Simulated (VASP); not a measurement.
# As (Cmce) in VASP: further runs

Runs on As. Level: PBE. Tasks: relaxation of cell and atoms.

All numbers are computed with VASP 6.6.1; they aren't measurements. Logs are shortened: lines on timing, memory, paths and dates and some standing lists are left out, and cuts for length are marked.

### Step 1. The crystal as given

The structure is orthorhombic, space group Cmce (No. 64). The conventional cell has a = 3.650 Å, b = 11.000 Å, c = 4.470 Å, α = 90.00°, β = 90.00°, γ = 90.00°. Around As (site symmetry m) lie 3 As at 2.48 to 2.49 Å.

This isn't the form of As at room conditions, which is rhombohedral.

### Step 2. Relaxation of cell and atoms, PBE

INCAR

```
ALGO     = Normal         # electronic algorithm
EDIFF    = 1E-6           # SCF threshold, eV
EDIFFG   = -0.01          # ionic threshold
ENCUT    = 520            # plane-wave cutoff, eV
GGA      = PE             # functional
IBRION   = 2              # ionic algorithm
ISIF     = 3              # what is computed and relaxed
ISMEAR   = 0              # smearing method
KPAR     = 2            
LASPH    = True           # aspherical terms in the spheres
LCHARG   = False          # write CHGCAR
LREAL    = False          # projectors in reciprocal space
LWAVE    = False          # write WAVECAR
NELM     = 120            # most SCF steps
NSW      = 90             # ionic steps
PREC     = Accurate       # precision mode
SIGMA    = 0.1            # smearing width, eV
```

KPOINTS

```
k-points
0
Gamma
  10 10 8
```

POSCAR

```
As
1.0
    1.8250000000     -5.5000000000      0.0000000000
    1.8250000000      5.5000000000      0.0000000000
    0.0000000000      0.0000000000      4.4700000000
As
4
Direct
    0.1100000000      0.8900000000      0.0600000000
    0.6100000000      0.3900000000      0.4400000000
    0.8900000000      0.1100000000      0.9400000000
    0.3900000000      0.6100000000      0.5600000000
```

Potentials or basis: VASP PAW PBE potentials, release 64 (As).

On the command line:

```bash
$ cat potpaw_PBE.64/As/POTCAR > POTCAR
$ mpirun -np 2 vasp_std > vasp.out
```

OUTCAR:

```text
EDIFF = 1E-6
   EDIFFG = -0.01
   ENCUT = 520
   GGA = PE
   IBRION = 2
   ISIF = 3
   ISMEAR = 0
   LASPH = True
   LREAL = False
   NELM = 120
   NSW = 90
   PREC = Accurate

 ion  position               nearest neighbor table
   1  0.110  0.890  0.060-   3 2.48   2 2.49   2 2.49
   2  0.610  0.390  0.440-   4 2.48   1 2.49   1 2.49
   3  0.890  0.110  0.940-   1 2.48   4 2.49   4 2.49
   4  0.390  0.610  0.560-   2 2.48   3 2.49   3 2.49

  LATTYP: Found a base centered orthorhombic cell.
 ALAT       =     3.6500000000
 B/A-ratio  =     3.0136986301
 C/A-ratio  =     1.2246575342

  Lattice vectors:

 A1 = (   1.8250000000,  -5.5000000000,   0.0000000000)
 A2 = (   1.8250000000,   5.5000000000,   0.0000000000)
 A3 = (   0.0000000000,   0.0000000000,   4.4700000000)

Analysis of symmetry for initial positions (statically):
=====================================================================
 Subroutine PRICEL returns:
 Original cell was already a primitive cell.

 Routine SETGRP: Setting up the symmetry group for a
 base centered orthorhombic supercell.

 Subroutine GETGRP returns: Found  8 space group operations
 (whereof  4 operations were pure point group operations)
 out of a pool of  8 trial point group operations.

The static configuration has the point symmetry C_2h.
 The point group associated with its full space group is D_2h.

Analysis of symmetry for dynamics (positions and initial velocities):
=====================================================================
 Subroutine PRICEL returns:
 Original cell was already a primitive cell.

 Routine SETGRP: Setting up the symmetry group for a
 base centered orthorhombic supercell.

 Subroutine GETGRP returns: Found  8 space group operations
 (whereof  4 operations were pure point group operations)
 out of a pool of  8 trial point group operations.

The dynamic configuration has the point symmetry C_2h.
 The point group associated with its full space group is D_2h.

 Subroutine INISYM returns: Found  8 space group operations
 (whereof  4 operations are pure point group operations),
 and found     1 'primitive' translations

----------------------------------------------------------------------------------------

                                     Primitive cell

  volume of cell :      89.7353

  direct lattice vectors                    reciprocal lattice vectors
     1.825000000 -5.500000000  0.000000000     0.273972603 -0.090909091  0.000000000
     1.825000000  5.500000000  0.000000000     0.273972603  0.090909091  0.000000000
     0.000000000  0.000000000  4.470000000     0.000000000  0.000000000  0.223713647

  length of vectors
     5.794879205  5.794879205  4.470000000     0.288661480  0.288661480  0.223713647

  position of ions in fractional coordinates (direct lattice)
     0.110000000  0.890000000  0.060000000
     0.610000000  0.390000000  0.440000000
     0.890000000  0.110000000  0.940000000
     0.390000000  0.610000000  0.560000000

  ion indices of the primitive-cell ions
   primitive index   ion index
                 1           1
                 2           2
                 3           3
                 4           4

----------------------------------------------------------------------------------------

 KPOINTS: k-points

Automatic generation of k-mesh.
 Grid dimensions read from file:
 generate k-points for:   10   10    8

 Generating k-lattice:

  Cartesian coordinates                     Fractional coordinates (reciprocal lattice)
     0.027397260 -0.009090909  0.000000000     0.100000000 -0.000000000  0.000000000
     0.027397260  0.009090909  0.000000000    -0.000000000  0.100000000  0.000000000
     0.000000000  0.000000000  0.027964206     0.000000000  0.000000000  0.125000000

  Length of vectors
     0.028866148  0.028866148  0.027964206

  Shift w.r.t. Gamma in fractional coordinates (k-lattice)
     0.000000000  0.000000000  0.000000000

 Subroutine IBZKPT returns following result:
 ===========================================

 Found    155 irreducible k-points:

 Following reciprocal coordinates:
            Coordinates               Weight
  0.000000  0.000000  0.000000      1.000000
  0.100000  0.000000  0.000000      4.000000
  0.200000  0.000000  0.000000      4.000000
  0.300000  0.000000  0.000000      4.000000
  0.400000 -0.000000  0.000000      4.000000
  0.500000  0.000000  0.000000      2.000000
[... 16 lines left out ...]
  0.300000  0.300000  0.000000      2.000000
  0.400000  0.300000  0.000000      4.000000
 [... further k-points ...]
   k-points           NKPTS =    155   k-points in BZ     NKDIM =    155   number of bands    NBANDS=     14
   number of dos      NEDOS =    301   number of ions     NIONS =      4
   total plane-waves  NPLWV =  82944
   dimension x,y,z NGX =    48 NGY =   48 NGZ =   36
   dimension x,y,z NGXF=    96 NGYF=   96 NGZF=   72
   ions per type =               4
   NGX,Y,Z   is equivalent  to a cutoff of  13.77, 13.77, 13.39 a.u.
   NGXF,Y,Z  is equivalent  to a cutoff of  27.54, 27.54, 26.78 a.u.
 SYSTEM =  unknown system
   PREC   = accura    normal or accurate (medium, high low for compatibility)
   ISTART =      0    job   : 0-new  1-cont  2-samecut
   ICHARG =      2    charge: 1-file 2-atom 10-const
   ISPIN  =      1    spin polarized calculation?
   LNONCOLLINEAR =      F non collinear calculations
   LSORBIT =      F    spin-orbit coupling
   LASPH  =      T    aspherical Exc in radial PAW
   ENCUT  =  520.0 eV  38.22 Ry    6.18 a.u.  10.77 10.77  8.31*2*pi/ulx,y,z
   NELM   =    120;   NELMIN=  2; NELMDL= -5     # of ELM steps
   EDIFF  = 0.1E-05   stopping-criterion for ELM
   LREAL  =      F    real-space projection
   EDIFFG = -.1E-01   stopping-criterion for IOM
   NSW    =     90    number of steps for IOM
   IBRION =      2    ionic relax: 0-MD 1-quasi-New 2-CG
   NFREE  =      1    steps in history (QN), initial steepest desc. (CG)
   ISIF   =      3    stress and relaxation
   ISYM   =      2    0-nonsym 1-usesym 2-fastsym
   POTIM  = 0.5000    time-step for ionic-motion
   TEBEG  =    0.0;   TEEND  =   0.0 temperature during run
   PSTRESS=    0.0 pullay stress
   NELECT =      20.0000    total number of electrons
   NUPDOWN=      -1.0000    fix difference up-down
   EMIN   =  10.00;   EMAX   =-10.00  energy-range for DOS
   EFERMI =   0.00;   METHOD = LEGACY
   ISMEAR =     0;   SIGMA  =   0.10  broadening in eV -4-tet -1-fermi 0-gaus
   EFERMI_NEDOS =   21; number of points for ismear=-14 and -15
   IALGO  =     38    algorithm
   IMIX   =      4    mixing-type and parameters
     AMIX     =   0.40;   BMIX     =  1.00
     AMIX_MAG =   1.60;   BMIX_MAG =  1.00
  volume/ion in A,a.u.               =      22.43       151.39
  Fermi-wavevector in a.u.,A,eV,Ry     =   0.992576  1.875697 13.404559  0.985207
  Thomas-Fermi vector in A             =   2.124398
   LORBIT       =      0    0 simple, 1 ext, 2 COOP (PROOUT), +10 PAW based schemes
   GGA     = PE    functional components
   LHFCALC =     F    Hartree Fock is set to
   AEXX    =    0.0000 exact exchange contribution
   IVDW    =     0    specifies the selected vdW correction
   LEPSILON=     F    determine dielectric tensor
   LRPA    =     F    only Hartree local field effects (RPA)
 conjugate gradient relaxation of ions
 non-spin polarized calculation
 Gauss-broadening in eV      SIGMA  =   0.10
  energy-cutoff  :      520.00
  volume of cell :       89.74
 maximum number of plane-waves:      2436
 NGX is ok and might be reduce to    48
   NGX = 21   NGY = 21   NGZ = 17

--------------------------------------- Ionic step        1  -------------------------------------------

 number of electron      20.0000001 magnetization

 Free energy of the ion-electron system (eV)
  ---------------------------------------------------
  ext. energy  EPLUGINS =         0.00000000
  ---------------------------------------------------
  free energy    TOTEN  =       -18.54389655 eV

  energy without entropy =      -18.54214772  energy(sigma->0) =      -18.54302213

------------------------ aborting loop because EDIFF is reached ----------------------------------------

  FORCE on cell =-STRESS in cart. coord.  units (eV):
  Direction    XX          YY          ZZ          XY          YZ          ZX
  --------------------------------------------------------------------------------------
  -------------------------------------------------------------------------------------
  Total        2.3228011      1.8187994      1.4160270      0.0000000     -0.0000000      0.0000000
  in kB       41.4724343     32.4737398     25.2824436      0.0000000     -0.0000000      0.0000000
  external PRESSURE =      33.0762059 kB  Pullay stress =       0.0000000 kB
[... 95 lines left out ...]
  FREE ENERGIE OF THE ION-ELECTRON SYSTEM (eV)
  ---------------------------------------------------
  free  energy   TOTEN  =       -18.5857803530 eV

  energy  without entropy=      -18.5841447574  energy(sigma->0) =      -18.58496256

[... ionic steps 4 to 13 ...]

--------------------------------------- Ionic step       14  -------------------------------------------

 number of electron      19.9999998 magnetization

------------------------ aborting loop because EDIFF is reached ----------------------------------------
[... 71 lines left out ...]
--------------------------------------- Ionic step       16  -------------------------------------------

 number of electron      19.9999998 magnetization

 Free energy of the ion-electron system (eV)
  ---------------------------------------------------
  ext. energy  EPLUGINS =         0.00000000
  ---------------------------------------------------
  free energy    TOTEN  =       -18.61160961 eV

  energy without entropy =      -18.61131523  energy(sigma->0) =      -18.61146242

 E-fermi :   3.9232     XC(G=0):  -9.2538

 val. band max:        3.8735669079   @ k =   0.5000   0.5000   0.0000
 cond. band min:       3.9235166645   @ k =   0.5000   0.5000   0.0000
 fundamental gap:      0.0499497565
 Fermi energy:         3.9231573326

 k-point     1 :       0.0000    0.0000    0.0000
  band No.  band energies     occupation
      1     -10.4346      2.00000
      2      -8.0221      2.00000
      3      -5.5856      2.00000
      4      -2.4023      2.00000
      5      -1.6163      2.00000
      6       0.0292      2.00000
      7       0.9679      2.00000
      8       1.8478      2.00000
      9       2.1841      2.00000
     10       2.9492      2.00000
     11       5.5179      0.00000
     12       5.7285      0.00000
     13       6.1367      0.00000
     14       6.9403      0.00000
[... 377 lines left out ...]
      1      -9.4019      2.00000
      2      -7.6134      2.00000
      3      -6.6198      2.00000
      4      -3.9506      2.00000
      5      -0.3001      2.00000
      6       0.0847      2.00000
      7       0.5265      2.00000
      8       1.1142      2.00000
      9       2.4082      2.00000
     10       2.7327      2.00000
     11       4.3483      0.00000
     12       4.7691      0.00000
     13       6.0566      0.00000
     14       6.6019      0.00000

 [... further k-points ...]

------------------------ aborting loop because EDIFF is reached ----------------------------------------

  FORCE on cell =-STRESS in cart. coord.  units (eV):
  Direction    XX          YY          ZZ          XY          YZ          ZX
  --------------------------------------------------------------------------------------
  -------------------------------------------------------------------------------------
  Total       -0.0093844      0.0045293     -0.0044493      0.0000000      0.0000000      0.0000000
  in kB       -0.1515249      0.0731320     -0.0718401      0.0000000      0.0000000      0.0000000
  external PRESSURE =      -0.0500777 kB  Pullay stress =       0.0000000 kB
[... 19 lines left out ...]
  FREE ENERGIE OF THE ION-ELECTRON SYSTEM (eV)
  ---------------------------------------------------
  free  energy   TOTEN  =       -18.6116096099 eV

  energy  without entropy=      -18.6113152322  energy(sigma->0) =      -18.61146242

 reached required accuracy - stopping structural energy minimisation
```

It took 28 min on 2 MPI ranks of AMD EPYC 7R43 (Zen 3), shared host; peak memory 0.36 GiB.

What came out:

| Item | Value |
| --- | --- |
| Free energy | -18.6116 eV |
| Relaxed volume | 24.81 Å³/atom |
| Relaxed cell | a = 6.008 Å, b = 6.008 Å, c = 4.685 Å, α = 90.00°, β = 90.00°, γ = 144.08° |
| Space group after relaxing (to 0.05 Å) | Cmce (No. 64) |
| Energy gained by relaxing | 16.9 meV/atom |
| Ionic steps | 16 |
| Pressure after relaxing | 0.0 GPa |
| Largest force after relaxing | 0.005 eV/Å |
| Band gap on the k mesh | 0.05 eV, direct |

Forces on the atoms (eV/Å):
```
As   0.000 -0.002  0.005
As   0.000 -0.002 -0.005
As   0.000  0.002 -0.005
As   0.000  0.002  0.005
```

The path:
| step | energy change (eV) | largest force (eV/Å) | pressure (GPa) | volume (Å³) |
| --- | --- | --- | --- | --- |
| 1 | 0.0000 | 0.1668 | 3.31 | 89.74 |
| 2 | -0.0296 | 0.4154 | -1.50 | 95.88 |
| 3 | -0.0419 | 0.2410 | 0.06 | 93.64 |
| 4 | -0.0511 | 0.1453 | 0.10 | 94.29 |
| 5 | -0.0548 | 0.0670 | 0.14 | 95.04 |
| 6 | -0.0575 | 0.0367 | 0.09 | 95.54 |
| 7 | -0.0603 | 0.0881 | 0.00 | 96.56 |
| 8 | -0.0619 | 0.0738 | 0.00 | 96.79 |
| 9 | -0.0654 | 0.0343 | 0.01 | 97.48 |
| 10 | -0.0665 | 0.0671 | 0.07 | 98.84 |
| 11 | -0.0670 | 0.0385 | 0.05 | 98.34 |
| 12 | -0.0674 | 0.0229 | 0.04 | 98.65 |
| 13 | -0.0676 | 0.0141 | 0.04 | 98.97 |
| 14 | -0.0676 | 0.0157 | 0.04 | 99.07 |
| 15 | -0.0677 | 0.0103 | 0.02 | 99.14 |
| 16 | -0.0677 | 0.0050 | -0.01 | 99.23 |

Final structure:
```cif
data_structure
_symmetry_space_group_name_H-M 'P 1'
_symmetry_Int_Tables_number 1
_cell_length_a 6.0082
_cell_length_b 6.0082
_cell_length_c 4.6853
_cell_angle_alpha 90.000
_cell_angle_beta 90.000
_cell_angle_gamma 144.078
_cell_volume 99.23
loop_
_atom_site_label
_atom_site_type_symbol
_atom_site_fract_x
_atom_site_fract_y
_atom_site_fract_z
_atom_site_occupancy
As1 As 0.10598 0.89402 0.06872 1
As2 As 0.60598 0.39402 0.43128 1
As3 As 0.89402 0.10598 0.93128 1
As4 As 0.39402 0.60598 0.56872 1
```

Caveat: the volume moved by +11 % from the deposited cell, more than functionals usually miss.

### Step 3. Relaxation of cell and atoms, PBE

This run uses another cell than the first one, of 24.81 Å³/atom, 1.106 times its volume.

Changes to INCAR since step 2:

```diff
@@ -1,4 +1,4 @@
 ALGO     = Normal         # electronic algorithm
-EDIFF    = 1E-6           # SCF threshold, eV
-EDIFFG   = -0.01          # ionic threshold
+EDIFF    = 1E-7           # SCF threshold, eV
+EDIFFG   = -0.005         # ionic threshold
 ENCUT    = 520            # plane-wave cutoff, eV
@@ -14,3 +14,4 @@
 NELM     = 120            # most SCF steps
-NSW      = 90             # ionic steps
+NSW      = 60             # ionic steps
+POTIM    = 0.3            # step
 PREC     = Accurate       # precision mode
```

KPOINTS is that of step 2.

POSCAR

```
As                                      
1.0
    1.8527555558     -5.7153735612     -0.0000000000
    1.8527555558      5.7153735612      0.0000000000
    0.0000000000     -0.0000000000      4.6853137812
  As            
     4
Direct
     0.1059759131382891    0.8940240868617112    0.0687150927266063
     0.6059759131382888    0.3940240868617108    0.4312849072733937
     0.8940240868617112    0.1059759131382891    0.9312849072733936
     0.3940240868617108    0.6059759131382888    0.5687150927266064
```

Potentials or basis: VASP PAW PBE potentials, release 64 (As).

On the command line:

```bash
$ cat potpaw_PBE.64/As/POTCAR > POTCAR
$ mpirun -np 2 vasp_std > vasp.out
```

It took 5.6 min on 2 MPI ranks of AMD EPYC 7R43 (Zen 3), shared host; peak memory 0.35 GiB.

Results (log left out):

```yaml
Free_energy: -18.6120 eV
Energy_gained_by_relaxing: 0.0 meV/atom
Ionic_steps: 2
Pressure_after_relaxing: 0.0 GPa
Band_gap_on_the_k_mesh: 0.05 eV, direct
```

Final structure:
```
As
1.0
     1.85264   -5.71573    0.00000
     1.85264    5.71573    0.00000
     0.00000    0.00000    4.68523
As
4
Direct
  0.10598 0.89402 0.06874
  0.60598 0.39402 0.43126
  0.89402 0.10598 0.93126
  0.39402 0.60598 0.56874
```

Levels at points of the mesh, in eV from the valence-band top:
```tsv
k point	band 6	band 7	band 8	band 9	band 10	band 11	band 12	band 13	band 14
(0.00, 0.00, 0.00)	-3.84	-2.90	-2.03	-1.69	-0.92	1.64	1.86	2.26	3.07
(0.50, 0.00, 0.00)	-3.78	-2.50	-2.50	-2.21	-2.21	0.96	0.96	1.33	1.33
(0.50, 0.50, 0.00)	-4.21	-3.14	-1.35	-1.31	0.00	0.05	1.85	2.10	2.82
(0.00, 0.00, 0.50)	-3.84	-2.02	-2.02	-0.77	-0.77	0.95	0.95	2.40	2.40
(0.50, 0.00, 0.50)	-4.93	-4.26	-4.26	-1.63	-1.63	2.05	2.05	4.10	4.10
(0.50, 0.50, 0.50)	-2.09	-2.03	-2.03	-1.18	-1.18	1.41	1.41	1.85	1.85
```

A k mesh can miss the band edges. Expect the measured gap to be larger: semilocal functionals such as PBE lack the derivative discontinuity.
